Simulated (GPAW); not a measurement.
# ZrN (Fm-3m) in GPAW: further runs

The runs below take ZrN through electrostatic potential, single point, with r4SCAN+U, r2SCAN+U, PBEsol.

All numbers are computed with GPAW 26.7.0; they aren't measurements. Logs are shortened: lines on timing, memory, paths and dates and some standing lists are left out, and cuts for length are marked. The log counts tension as positive stress, the text compression.

## (1) Starting point

It takes space group Fm-3m (No. 225, cubic). Conventional cell: a = 4.600 Å, b = 4.600 Å, c = 4.600 Å, α = 90.00°, β = 90.00°, γ = 90.00°. Zr (site symmetry m-3m) is surrounded by 6 N at 2.30 Å. N (site symmetry m-3m) has 6 Zr at 2.30 Å as nearest neighbours.

## (2) Electrostatic potential, r4SCAN+U

run.py reads:

```python
from ase.dft.bandgap import bandgap
from ase.io import read, write
from ase.units import Bohr, GPa
from gpaw import GPAW, PW
from gpaw.elf import elf_from_dft_calculation

atoms = read('ZrN.xyz')

calc = GPAW(mode=PW(800),
            xc='MGGA_X_R4SCAN+MGGA_C_R2SCAN',
            kpts={'size': (10, 10, 10), 'gamma': True},
            occupations={'name': 'fermi-dirac', 'width': 0.05},
            setups={'Zr': ':d,2.0'},
            nbands=19,
            convergence={'density': 1e-05, 'energy': 1e-05},
            maxiter=150,
            txt='gpaw.txt')
atoms.calc = calc
energy = atoms.get_potential_energy()
forces = atoms.get_forces()
stress = atoms.get_stress()
calc.write('gs.gpw')
write('result.traj', atoms)
print(f'Energy: {energy:.6f} eV')
print('Forces (eV/A):')
print(forces.round(4))
print('Stress (GPa):', (stress / GPa).round(3))
print('Fermi level:', round(calc.get_fermi_level(), 4), 'eV')
print(f'Gap: {bandgap(calc)[0]:.4f} eV, direct: {bandgap(calc, direct=True)[0]:.4f} eV')

# fields on the real-space grid
write('density.cube', atoms, data=calc.get_pseudo_density() * Bohr**3)
write('potential.cube', atoms, data=calc.get_electrostatic_potential())
write('elf.cube', atoms, data=elf_from_dft_calculation(calc).data)
```

ZrN.xyz reads:

```xyz
2
Lattice="0.0000000000 2.3000000000 2.3000000000 2.3000000000 0.0000000000 2.3000000000 2.3000000000 2.3000000000 0.0000000000" Properties=species:S:1:pos:R:3 pbc="T T T"
Zr     2.3000000000      2.3000000000      2.3000000000
N      0.0000000000      0.0000000000      0.0000000000
```

Potentials or basis: GPAW PAW data sets (gpaw-data 1.2.1), pw.

Run with:

```console
> OMP_NUM_THREADS=1 python run.py
```

gpaw.txt:

```text
__  _  _
 | _ |_)|_||  |
 |__||  | ||/\| - 26.7.0

Input parameters:
  mode=PW(ecut=800.0),
  convergence={'density': 1e-05, 'energy': 1e-05},
  kpts=MonkhorstPack(size=(10, 10, 10), gamma=True),
  maxiter=150,
  nbands=19,
  occupations=Occupations(name='fermi-dirac', width=0.05),
  setups={'Zr': ':d,2.0'},
  xc=XC(name='MGGA_X_R4SCAN+MGGA_C_R2SCAN')

Diagonalizing LCAO Hamiltonian
Converting LCAO to pw mode

              Zr

       N

Atoms  # Å, Bohr magnetons
|   | symbol |        x |        y |        z |    initial magnetic moments |
|---|--------|----------|----------|----------|-----------------------------|
| 0 |     Zr | 2.300000 | 2.300000 | 2.300000 | ( 0.0000,  0.0000,  0.0000) |
| 1 |      N | 0.000000 | 0.000000 | 0.000000 | ( 0.0000,  0.0000,  0.0000) |

Unit cell  # Å
| periodic |        x |        y |        z |  lengths |    angles |
|----------|----------|----------|----------|----------|-----------|
|      yes | 0.000000 | 2.300000 | 2.300000 | 3.252691 | 60.000000 |
|      yes | 2.300000 | 0.000000 | 2.300000 | 3.252691 | 60.000000 |
|      yes | 2.300000 | 2.300000 | 0.000000 | 3.252691 | 60.000000 |

Number of symmetries: 48
Symmetry operations  # r_c * U_cc + t_c -> r_c
|    | kind |            matrix            |
|----|------|------------------------------|
|  0 |  σ   |  1, 0, 0,  1, 0,-1,  1,-1, 0 |
|  1 |  C2  |  1, 0, 0,  1,-1, 0,  1, 0,-1 |
|  2 |  E   |  1, 0, 0,  0, 1, 0,  0, 0, 1 |
|  3 |  σ   |  1, 0, 0,  0, 0, 1,  0, 1, 0 |
|  4 |  C4  |  1, 0,-1,  1, 0, 0,  1,-1, 0 |
|  5 |  S6  |  1, 0,-1,  1,-1, 0,  1, 0, 0 |
|  6 |  σ   |  1, 0,-1,  0, 1,-1,  0, 0,-1 |
|  7 |  C3  |  1, 0,-1,  0, 0,-1,  0, 1,-1 |
|  8 |  S6  |  1,-1, 0,  1, 0, 0,  1, 0,-1 |
|  9 |  C4  |  1,-1, 0,  1, 0,-1,  1, 0, 0 |
| 10 |  C3  |  1,-1, 0,  0,-1, 1,  0,-1, 0 |
| 11 |  σ   |  1,-1, 0,  0,-1, 0,  0,-1, 1 |
| 12 |  σ   |  0, 1, 0,  1, 0, 0,  0, 0, 1 |
| 13 |  C4  |  0, 1, 0,  0, 1,-1, -1, 1, 0 |
| 14 |  C3  |  0, 1, 0,  0, 0, 1,  1, 0, 0 |
| 15 |  S6  |  0, 1, 0, -1, 1, 0,  0, 1,-1 |
| 16 |  C2  |  0, 1,-1,  1, 0,-1,  0, 0,-1 |
| 17 |  σ   |  0, 1,-1,  0, 1, 0, -1, 1, 0 |
| 18 |  S4  |  0, 1,-1,  0, 0,-1,  1, 0,-1 |
| 19 |  C4  |  0, 1,-1, -1, 1, 0,  0, 1, 0 |
| 20 |  C3  |  0, 0, 1,  1, 0, 0,  0, 1, 0 |
| 21 |  σ   |  0, 0, 1,  0, 1, 0,  1, 0, 0 |
| 22 |  S6  |  0, 0, 1,  0,-1, 1, -1, 0, 1 |
| 23 |  C4  |  0, 0, 1, -1, 0, 1,  0,-1, 1 |
| 24 |  S4  |  0, 0,-1,  1, 0,-1,  0, 1,-1 |
| 25 |  C3  |  0, 0,-1,  0, 1,-1,  1, 0,-1 |
| 26 |  C2  |  0, 0,-1,  0,-1, 0, -1, 0, 0 |
| 27 |  S6  |  0, 0,-1, -1, 0, 0,  0,-1, 0 |
| 28 |  S4  |  0,-1, 1,  1,-1, 0,  0,-1, 0 |
| 29 |  C4  |  0,-1, 1,  0, 0, 1, -1, 0, 1 |
| 30 |  C2  |  0,-1, 1,  0,-1, 0,  1,-1, 0 |
| 31 |  σ   |  0,-1, 1, -1, 0, 1,  0, 0, 1 |
| 32 |  C3  |  0,-1, 0,  1,-1, 0,  0,-1, 1 |
| 33 |  S6  |  0,-1, 0,  0, 0,-1, -1, 0, 0 |
| 34 |  S4  |  0,-1, 0,  0,-1, 1,  1,-1, 0 |
| 35 |  C2  |  0,-1, 0, -1, 0, 0,  0, 0,-1 |
| 36 |  C2  | -1, 1, 0,  0, 1, 0,  0, 1,-1 |
| 37 |  S6  | -1, 1, 0,  0, 1,-1,  0, 1, 0 |
| 38 |  S4  | -1, 1, 0, -1, 0, 1, -1, 0, 0 |
| 39 |  C3  | -1, 1, 0, -1, 0, 0, -1, 0, 1 |
| 40 |  S6  | -1, 0, 1,  0, 0, 1,  0,-1, 1 |
| 41 |  C2  | -1, 0, 1,  0,-1, 1,  0, 0, 1 |
| 42 |  C3  | -1, 0, 1, -1, 1, 0, -1, 0, 0 |
| 43 |  S4  | -1, 0, 1, -1, 0, 0, -1, 1, 0 |
| 44 |  C2  | -1, 0, 0,  0, 0,-1,  0,-1, 0 |
| 45 |  i   | -1, 0, 0,  0,-1, 0,  0, 0,-1 |
| 46 |  σ   | -1, 0, 0, -1, 1, 0, -1, 0, 1 |
| 47 |  C2  | -1, 0, 0, -1, 0, 1, -1, 1, 0 |

BZ-sampling:
  Number of BZ points: 1000
  Number of IBZ points: 47

  Monkhorst-Pack size: [10, 10, 10]
  Monkhorst-Pack shift: [0.05, 0.05, 0.05]

K-points  # in reciprocal-cell coordinates
|     |                                coordinates |     weight |
|-----|--------------------------------------------|------------|
|   0 | (  0.00000000,   0.00000000,   0.00000000) | 0.00100000 |
|   1 | (  0.10000000,   0.10000000,   0.00000000) | 0.00600000 |
|   2 | (  0.10000000,   0.10000000,   0.10000000) | 0.00800000 |
|   3 | (  0.20000000,   0.10000000,   0.10000000) | 0.01200000 |
|   4 | (  0.20000000,   0.20000000,   0.00000000) | 0.00600000 |
|   5 | (  0.20000000,   0.20000000,   0.10000000) | 0.02400000 |
|   6 | (  0.20000000,   0.20000000,   0.20000000) | 0.00800000 |
|   7 | (  0.30000000,   0.20000000,   0.10000000) | 0.02400000 |
|   8 | (  0.30000000,   0.20000000,   0.20000000) | 0.02400000 |
|   9 | (  0.30000000,   0.30000000,   0.00000000) | 0.00600000 |
| ... |                                            |            |
|  46 | (  0.50000000,   0.50000000,   0.50000000) | 0.00400000 |

Plane wave coefficients: 1267
Cutoff: 800.0 eV

Spin-components: 1 (collinear spins)
Bands:           19
Projectors:      11
Spin-degeneracy: 2
Datatype:        complex128

Density:
  Valence electrons: 17.0
  Components: 1
  Grid points: [24 24 24]
  Charge: 0.0  # |e|

Potential:
  Grid points: [24 24 24]

species:
  Zr:
    name:    Zirconium
    Z:       40.0
    valence: 12
    core:    28
    charge:  0.0  # [|e|]
    Hubbard: {U: 2.0,  # eV
              l: 2,
              scale: True}
    compensation charges:
      type: gauss
      rc: 0.40  # [Å]
      lmax: 2
    cutoffs:
      filter: 2.39  # [Å]
      core: 1.59  # [Å]
    projectors
    | kind |    occ | energy [eV] | rcut [Å] |
    |------|--------|-------------|----------|
    |   4s |  2.000 |     -54.478 |    1.323 |
    |   5s |  2.000 |      -4.438 |    1.323 |
    |   4p |  6.000 |     -32.467 |    1.334 |
    |   5p |  0.000 |      -1.470 |    1.334 |
    |   4d |  2.000 |      -3.600 |    1.244 |
    |    d |        |      23.611 |    1.244 |

    Using partial waves for Zr as LCAO basis

  N:
    name:    Nitrogen
    Z:       7.0
    valence: 5
    core:    2
    charge:  0.0  # [|e|]
    compensation charges:
      type: gauss
      rc: 0.18  # [Å]
      lmax: 2
    cutoffs:
      filter: 1.11  # [Å]
      core: 0.96  # [Å]
    projectors
    | kind |    occ | energy [eV] | rcut [Å] |
    |------|--------|-------------|----------|
    |   2s |  2.000 |     -18.583 |    0.603 |
    |   2p |  3.000 |      -7.089 |    0.529 |
    |    s |        |       8.629 |    0.603 |
    |    p |        |      20.123 |    0.529 |
    |    d |        |       0.000 |    0.577 |

    Using partial waves for N as LCAO basis

Reference energy: -99375.292739  # eV

eigensolver:
  PPCG
  Converge bands: occupied
  niter=2

density mixing:
  MSR1-Mixer
  Pratt-step length: 0.05
  Maximum mixing coefficient: 0.75
  Old densities: 10
  SVD Regularization: 0.005
  Good broyden scale: 1.0
  Trust region scale: 1.0
  Backstep threshold: 4.0
  History deletion threshold: 6.0
  Fourier metric: weight=20.0, sigma=0.015

occupation numbers:
  Fermi-Dirac:
    width: 0.0500  # eV

poisson solver:
  ecut: 6400.0  # eV

xc functional:
  name: MGGA_X_R4SCAN+MGGA_C_R2SCAN with 2 nearest neighbor stencil

convergence criteria:
- Maximum integral of absolute [dens]ity change: 1e-05 electrons / valence electron
- Maximum [total energy] change in last 3 cyles: 1e-05 eV / valence electron
- Maximum integral of absolute [eigenst]ate change: 4e-08 eV^2 / valence electron
maximum number of iterations: 150

SCF iterations
|iter     | |      energy | eigst |  dens |
|---------|-|-------------|-------|-------|
|iter:   1| |  -42.017892 | +0.26 |       |
|iter:   2| |  -35.867469 | -0.80 | -0.86 |
|iter:   3| |  -34.515709 | -0.68 | -0.91 |
|iter:   4| |  -34.583560 | -0.92 | -1.47 |
|iter:   5| |  -34.596582 | -2.36 | -1.76 |
|iter:   6| |  -34.598682 | -3.21 | -2.37 |
|iter:   7| |  -34.598885 | -3.90 | -3.10 |
|iter:   8| |  -34.598913 | -4.66 | -3.57 |
|iter:   9| |  -34.598914c| -5.83 | -4.33 |
|iter:  10| |  -34.598914c| -6.64 | -4.74 |
|iter:  11| |  -34.598914c| -7.84c| -5.35c|

Converged in 11 steps
Energy contributions relative to reference atoms: (reference = -99375.292739)

Energy contributions:
  Kinetic:          13.828506
  Coulomb:         -15.609402
  Zero:              0.257451
  External:          0.000000
  Xc:              -33.072001
  Entropy:          -0.006938
  Spinorbit:         0.000000
  ----------------------------
  Free energy:     -34.602383
  Extrapolated:    -34.598914

dipole moment: (-11.427255, -11.427255, -11.427255)  # |e|*Ang

Fermi level: 13.426
Eigenvalues  # (at kpt = [0.000, 0.000, 0.000])
| band index |      eig [eV] | occ [0-2] |
|------------|---------------|-----------|
|          0 |       -38.762 |     2.000 |
|        ... |               |           |
|          3 |       -15.671 |     2.000 |
|          4 |        -4.274 |     2.000 |
|          5 |        10.122 |     2.000 |
|          6 |        10.122 |     2.000 |
|          7 |        10.123 |     2.000 |
|          8 |        13.105 |     1.997 |
[... 8 lines left out ...]
|         17 |        36.077 |     0.000 |
|         18 |        38.613 |     0.000 |

No gap
No difference between direct/indirect transitions

Forces  # eV/Ang
|        x |        y |        z |
|----------|----------|----------|
|  0.00000 |  0.00000 |  0.00000 |  # Zr   0
| -0.00000 | -0.00000 | -0.00000 |  # N    1

Stress tensor  # eV/Ang^3
|         x |         y |         z |
|-----------|-----------|-----------|
| -0.005906 | -0.000000 |  0.000000 |
| -0.000000 | -0.005906 | -0.000000 |
|  0.000000 | -0.000000 | -0.005906 |

# Writing to gs.gpw (mode='')
```

Wall time 81 s (1 thread of Arm Neoverse V2, shared host); peak memory 0.28 GiB.

Results:

```
Free energy            : -34.6024 eV
Pressure               : 0.9 GPa
Band gap on the k mesh : none (metal or under the smearing width)
```

Caveat: the PAW data sets were made with another functional, which shifts forces and pressure a little; U without spin polarisation on a metal has little footing.

## (3) Single point, r2SCAN+U

run.py reads:

```python
from ase.io import read
from gpaw import PW
from gpaw.dft import DFT

atoms = read('ZrN.cif')

dft = DFT(atoms,
          mode=PW(800),
          xc='MGGA_X_R2SCAN+MGGA_C_R2SCAN',
          kpts={'size': (10, 10, 10), 'gamma': True},
          occupations={'name': 'fermi-dirac', 'width': 0.05},
          setups={'Zr': ':d,3.0'},
          nbands=19,
          convergence={'density': 1e-05, 'energy': 1e-05},
          maxiter=150,
          txt='gpaw.txt')
print(f'Energy: {dft.calculate_energy():.6f} eV')
print('Forces (eV/A):')
print(dft.calculate_forces().round(4))
print('Stress (eV/A^3):', dft.calculate_stress().round(6))
dft.write_gpw_file('gs.gpw')
```

ZrN.cif reads:

```cif
data_ZrN
_cell_length_a 3.25269119
_cell_length_b 3.25269119
_cell_length_c 3.25269119
_cell_angle_alpha 60.00000000
_cell_angle_beta 60.00000000
_cell_angle_gamma 60.00000000
_space_group_name_H-M_alt 'P1'
_space_group_name_Hall 'P 1'
_space_group_IT_number 1
loop_
_space_group_symop_operation_xyz
'x,y,z'
loop_
_atom_site_label
_atom_site_type_symbol
_atom_site_symmetry_multiplicity
_atom_site_Wyckoff_symbol
_atom_site_fract_x
_atom_site_fract_y
_atom_site_fract_z
_atom_site_occupancy
Zr1 Zr 1 a 0.5000000000 0.5000000000 0.5000000000 1
N1 N 1 a 0.0000000000 0.0000000000 0.0000000000 1
```

Potentials or basis: GPAW PAW data sets (gpaw-data 1.2.1), pw.

Run with:

```console
> OMP_NUM_THREADS=1 python run.py
```

It took 75 s on 1 thread of Arm Neoverse V2, shared host; peak memory 0.28 GiB.

It converged, with:

| Property | Result |
| --- | --- |
| Free energy | -29.3439 eV |
| Pressure | 4.7 GPa |
| Band gap on the k mesh | none (metal or under the smearing width) |

Levels at points of the mesh, in eV from the Fermi level:
```csv
k point,band 7,band 8,band 9,band 10,band 11,band 12
"(0.00, 0.00, 0.00)",-3.42,-3.42,-0.28,-0.28,-0.28,1.88
"(0.50, 0.50, 0.00)",-3.98,-3.98,-3.59,3.74,4.90,4.90
"(0.50, 0.50, 0.50)",-6.27,-6.27,3.11,3.39,3.39,4.29
```

Caveat: the PAW data sets were made with another functional, which shifts forces and pressure a little; U without spin polarisation on a metal has little footing.

## (4) Single point, PBEsol

run.py reads:

```python
import spglib
from ase import Atoms
from ase.dft.bandgap import bandgap
from ase.io import read, write
from ase.units import GPa
from gpaw import GPAW, PW, setup_paths

setup_paths.insert(0, '.')

atoms = read('ZrN.cif')
cell, positions, numbers = spglib.find_primitive(
    (atoms.cell[:], atoms.get_scaled_positions(), atoms.numbers), symprec=1e-4)
atoms = Atoms(numbers, cell=cell, scaled_positions=positions, pbc=True)

calc = GPAW(mode=PW(1000),
            xc='PBEsol',
            kpts={'size': (10, 10, 10), 'gamma': True},
            occupations={'name': 'fermi-dirac', 'width': 0.5},
            nbands=19,
            convergence={'density': 1e-05, 'energy': 1e-05},
            maxiter=50,
            txt='gpaw.txt')
atoms.calc = calc
energy = atoms.get_potential_energy()
forces = atoms.get_forces()
stress = atoms.get_stress()
calc.write('gs.gpw')
write('result.traj', atoms)
print(f'Energy: {energy:.6f} eV')
print('Forces (eV/A):')
print(forces.round(4))
print('Stress (GPa):', (stress / GPa).round(3))
print('Fermi level:', round(calc.get_fermi_level(), 4), 'eV')
print(f'Gap: {bandgap(calc)[0]:.4f} eV, direct: {bandgap(calc, direct=True)[0]:.4f} eV')
```

ZrN.cif reads:

```cif
data_ZrN
_cell_length_a 4.60000000
_cell_length_b 4.60000000
_cell_length_c 4.60000000
_cell_angle_alpha 90.00000000
_cell_angle_beta 90.00000000
_cell_angle_gamma 90.00000000
_space_group_name_H-M_alt 'Fm-3m'
_space_group_name_Hall '-F 4 2 3'
_space_group_IT_number 225
loop_
_space_group_symop_operation_xyz
'x,y,z'
'-x,-y,-z'
'-y,x,z'
'y,-x,-z'
'-x,-y,z'
'x,y,-z'
'y,-x,z'
'-y,x,-z'
'x,-y,-z'
'-x,y,z'
'-y,-x,-z'
'y,x,z'
'-x,y,-z'
'x,-y,z'
'y,x,-z'
'-y,-x,z'
'z,x,y'
'-z,-x,-y'
'z,-y,x'
'-z,y,-x'
'z,-x,-y'
'-z,x,y'
'z,y,-x'
'-z,-y,x'
'-z,x,-y'
'z,-x,y'
'-z,-y,-x'
'z,y,x'
'-z,-x,y'
'z,x,-y'
'-z,y,x'
'z,-y,-x'
'y,z,x'
'-y,-z,-x'
'x,z,-y'
'-x,-z,y'
'-y,z,-x'
'y,-z,x'
'-x,z,y'
'x,-z,-y'
'-y,-z,x'
'y,z,-x'
'-x,-z,-y'
'x,z,y'
'y,-z,-x'
'-y,z,x'
'x,-z,y'
'-x,z,-y'
'x,y+1/2,z+1/2'
'-x,-y+1/2,-z+1/2'
'-y,x+1/2,z+1/2'
'y,-x+1/2,-z+1/2'
[... 63 lines left out ...]
'-z+1/2,y,-x+1/2'
'z+1/2,-x,-y+1/2'
'-z+1/2,x,y+1/2'
'z+1/2,y,-x+1/2'
'-z+1/2,-y,x+1/2'
'-z+1/2,x,-y+1/2'
'z+1/2,-x,y+1/2'
'-z+1/2,-y,-x+1/2'
'z+1/2,y,x+1/2'
'-z+1/2,-x,y+1/2'
'z+1/2,x,-y+1/2'
'-z+1/2,y,x+1/2'
'z+1/2,-y,-x+1/2'
'y+1/2,z,x+1/2'
'-y+1/2,-z,-x+1/2'
'x+1/2,z,-y+1/2'
'-x+1/2,-z,y+1/2'
'-y+1/2,z,-x+1/2'
'y+1/2,-z,x+1/2'
'-x+1/2,z,y+1/2'
'x+1/2,-z,-y+1/2'
'-y+1/2,-z,x+1/2'
'y+1/2,z,-x+1/2'
'-x+1/2,-z,-y+1/2'
'x+1/2,z,y+1/2'
'y+1/2,-z,-x+1/2'
'-y+1/2,z,x+1/2'
'x+1/2,-z,y+1/2'
'-x+1/2,z,-y+1/2'
'x+1/2,y+1/2,z'
'-x+1/2,-y+1/2,-z'
'-y+1/2,x+1/2,z'
'y+1/2,-x+1/2,-z'
'-x+1/2,-y+1/2,z'
'x+1/2,y+1/2,-z'
'y+1/2,-x+1/2,z'
'-y+1/2,x+1/2,-z'
'x+1/2,-y+1/2,-z'
'-x+1/2,y+1/2,z'
'-y+1/2,-x+1/2,-z'
'y+1/2,x+1/2,z'
'-x+1/2,y+1/2,-z'
'x+1/2,-y+1/2,z'
'y+1/2,x+1/2,-z'
'-y+1/2,-x+1/2,z'
'z+1/2,x+1/2,y'
'-z+1/2,-x+1/2,-y'
'z+1/2,-y+1/2,x'
'-z+1/2,y+1/2,-x'
'z+1/2,-x+1/2,-y'
'-z+1/2,x+1/2,y'
'z+1/2,y+1/2,-x'
'-z+1/2,-y+1/2,x'
'-z+1/2,x+1/2,-y'
'z+1/2,-x+1/2,y'
'-z+1/2,-y+1/2,-x'
'z+1/2,y+1/2,x'
'-z+1/2,-x+1/2,y'
'z+1/2,x+1/2,-y'
'-z+1/2,y+1/2,x'
'z+1/2,-y+1/2,-x'
'y+1/2,z+1/2,x'
'-y+1/2,-z+1/2,-x'
'x+1/2,z+1/2,-y'
'-x+1/2,-z+1/2,y'
'-y+1/2,z+1/2,-x'
'y+1/2,-z+1/2,x'
'-x+1/2,z+1/2,y'
'x+1/2,-z+1/2,-y'
'-y+1/2,-z+1/2,x'
'y+1/2,z+1/2,-x'
'-x+1/2,-z+1/2,-y'
'x+1/2,z+1/2,y'
'y+1/2,-z+1/2,-x'
'-y+1/2,z+1/2,x'
'x+1/2,-z+1/2,y'
'-x+1/2,z+1/2,-y'
loop_
_atom_site_label
_atom_site_type_symbol
_atom_site_symmetry_multiplicity
_atom_site_Wyckoff_symbol
_atom_site_fract_x
_atom_site_fract_y
_atom_site_fract_z
_atom_site_occupancy
Zr1 Zr 4 b 0.5000000000 0.0000000000 0.0000000000 1
N1 N 4 a 0.0000000000 0.0000000000 0.0000000000 1
```

Potentials or basis: PAW data sets generated in the run's folder for this functional, pw.

Run with:

```console
> gpaw-setup -f PBEsol N Zr
> OMP_NUM_THREADS=1 python run.py
```

Wall time 26 s (1 thread of Arm Neoverse V2, shared host); peak memory 0.19 GiB.

The run converged, but some of its settings lie outside the range that counts as converged, so its numbers aren't taken as properties of the crystal.

What came out:

- Free energy: -20.7941 eV
- Pressure: -7.2 GPa
- Band gap on the k mesh: none (metal or under the smearing width)
